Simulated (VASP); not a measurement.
Write the native input for VASP 6.6.1 that does the following.

* Task: single point
* Functional: LDA
* Potentials or basis: VASP PAW LDA potentials, release 64 (K_sv, F)
* Cutoff: 520 eV
* k mesh: 8 × 8 × 8
* Occupations: gaussian, width 0.05 eV
* Spin: no spin polarisation
* Dipole correction: no
* Further INCAR settings: ALGO = Normal; EDIFF = 1e-06; NBANDS = 15

The structure of KF lies in POSCAR:

```
KF
1.0
    0.0000000000      2.6735000000      2.6735000000
    2.6735000000      0.0000000000      2.6735000000
    2.6735000000      2.6735000000      0.0000000000
K F
1 1
Direct
   -0.0093510380      0.0093510380      0.0093510380
    0.5000000000      0.5000000000      0.5000000000
```

The cell isn't the ideal one: all K atoms moved +0.050 Å, as atom 1 along Cartesian [1 0 0].

These files were run (other wordings do the same):

INCAR

```
  PREC = Accurate
  ENCUT = 520
  EDIFF = 1E-6
  ISMEAR = 0
  SIGMA = 0.05
  LREAL = F
  LASPH = T
  NELM = 60
  ALGO = Normal
  ISIF = 2
  LWAVE = F
  LCHARG = F
  GGA = CA
  NBANDS = 15
```

KPOINTS

```
regular mesh
0
Gamma
  8 8 8
```

Potentials or basis: VASP PAW LDA potentials, release 64 (K_sv, F).

Command:

```console
$ cat potpaw_LDA.64/K_sv/POTCAR potpaw_LDA.64/F/POTCAR > POTCAR
$ mpirun -np 1 vasp_std > vasp.out
```

It gave:

```
Pressure               : -3.4 GPa
Largest force          : 0.063 eV/Å
Band gap on the k mesh : 5.78 eV, direct
```

Run time: 16 s on 1 thread of Intel(R) Xeon(R) Platinum 8488C (Sapphire Rapids), on a shared host, peak memory 0.15 GiB.
